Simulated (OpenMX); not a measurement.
# Sb in OpenMX: the effect of volume scale

The system is Sb.

```
CELL_PARAMETERS angstrom
-1.79328 1.79328 1.79328
1.79328 -1.79328 1.79328
1.79328 1.79328 -1.79328
ATOMIC_POSITIONS crystal
Sb 0.00000 0.00000 0.00000
```

This isn't the form of Sb at room conditions, which is rhombohedral.

Alike in all runs:

* Program: OpenMX 3.8.5
* Task: single point
* Functional: PBE
* Potentials or basis: OpenMX 2013 PBE set, Sb7.0-s3p2d2, grid cutoff 500 Ry
* k mesh: 7 × 7 × 7
* Occupations: fermi-dirac, width 0.05 eV
* Spin: no spin polarisation

| volume scale | pressure (GPa) |
| --- | --- |
| 0.88 | 17.5 |
| 0.92 | ? |
| 0.96 | 7.4 |
| 1 | 4.3 |
| 1.04 | 2.1 |
| 1.08 | 0.4 |

What does the run with volume scale 0.92 give?

Pressure 11.7 GPa.

Worked out: A parabola through the other rows of the pressure, of slope -123 GPa per unit of volume scale there, gives 12.0 GPa, against the run's 11.7.

Caveats: the basis of atomic orbitals isn't converged, which shifts pressures, moduli and gaps.
